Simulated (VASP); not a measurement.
A run of VASP 6.6.1 is set up as follows.

Contents of INCAR:

```
PREC     = Accurate       # precision mode
ENCUT    = 520            # plane-wave cutoff, eV
EDIFF    = 1E-7           # SCF threshold, eV
ISMEAR   = -1             # smearing method
SIGMA    = 0.05           # smearing width, eV
LREAL    = F              # projectors in reciprocal space
LASPH    = T              # aspherical terms in the spheres
NELM     = 60             # most SCF steps
ALGO     = Normal         # electronic algorithm
ISIF     = 2              # what is computed and relaxed
LWAVE    = F              # write WAVECAR
LCHARG   = T              # write CHGCAR
GGA      = PS             # functional
LVHAR    = T            
NBANDS   = 31             # bands
KPAR     = 2
```

File KPOINTS:

```
Automatic mesh
0
Gamma
  8 8 5
```

Contents of POSCAR:

```
HfO2
1.0
    3.5580193300      0.0000000000      0.0000000000
    0.0000000000      3.5580193300      0.0000000000
    0.0000000000      0.0000000000      5.1718612100
Hf O
2 4
Direct
    0.0020750000      0.0102890000      0.0108770000
    0.5131150000      0.5031010000      0.4943820000
   -0.0122120000      0.5071510000      0.1961360000
    0.5020780000     -0.0046630000      0.2965140000
    0.4937540000      0.0021230000      0.8100330000
   -0.0032490000      0.4955920000      0.6916280000
```

Potentials or basis: VASP PAW PBE potentials, release 64 (Hf_pv, O).

Launch:

```console
$ cat potpaw_PBE.64/Hf_pv/POTCAR potpaw_PBE.64/O/POTCAR > POTCAR
$ mpirun -np 2 vasp_std > vasp.out
```

Task: What does it give for the pressure?

Result: 0.1 GPa.

Task: Estimate the largest force.

Result: 1.537 eV/Å.

Task: Estimate the band gap on the k mesh.

Result: 4.44 eV, indirect (least direct gap 4.52 eV).

Forces in eV/Å, atoms in the order of the input:
```
Hf  -0.316 -0.114 -1.499
Hf  -0.529 -0.294  1.017
O    0.194 -0.194  0.384
O   -0.261  0.652  0.429
O    0.426 -0.096 -0.417
O    0.487  0.045  0.087
```

Caveat: the PAW data sets were made with another functional, which shifts forces and pressure a little; spin-orbit coupling is left out, which moves the levels of the heavy elements; an odd mesh through Γ misses points on the zone boundary, where band edges often lie.
